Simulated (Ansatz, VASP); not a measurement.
**One calculation of ZnS, two programs**

```
CELL_PARAMETERS angstrom
3.58959 0.00000 0.00000
-1.79480 3.10868 0.00000
0.00000 0.00000 5.88000
ATOMIC_POSITIONS crystal
Zn 0.00000 0.00000 0.00000
Zn 0.00000 0.00000 0.50000
S 0.33333 0.66667 0.25000
S 0.66667 0.33333 0.75000
```

Alike in both runs: task single point; functional HSE06; k mesh 2 × 2 × 2; no spin polarisation.

```csv
,VASP,Ansatz
version,VASP 6.6.1,Ansatz 0.2.0
potentials or method,"VASP PAW PBE potentials, release 64 (Zn, S)",plane waves
plane-wave cutoff (eV),520,420
occupations,"gaussian, width 0.01 eV",fixed
valence electrons in the cell,36,36
```

|  | VASP | Ansatz | Ansatz less VASP |
| --- | --- | --- | --- |
| gap on the k mesh at the Fermi level (eV) | 3.09 | 3.07 | -0.013 |
| pressure (GPa) | 4.6 | 5.0 | +0.38 |
| largest component of the traceless stress (GPa) | 8.74 | 9.00 | +0.261 |

Ansatz warned: «stress_exchange_threshold_loose».

Caveats: the k mesh is coarse (spacing up to 1.01 Å⁻¹), so the values aren't converged, least of all with exact exchange; the PAW data sets were made with another functional, which shifts forces and pressure a little (VASP). A k mesh can miss the band edges.
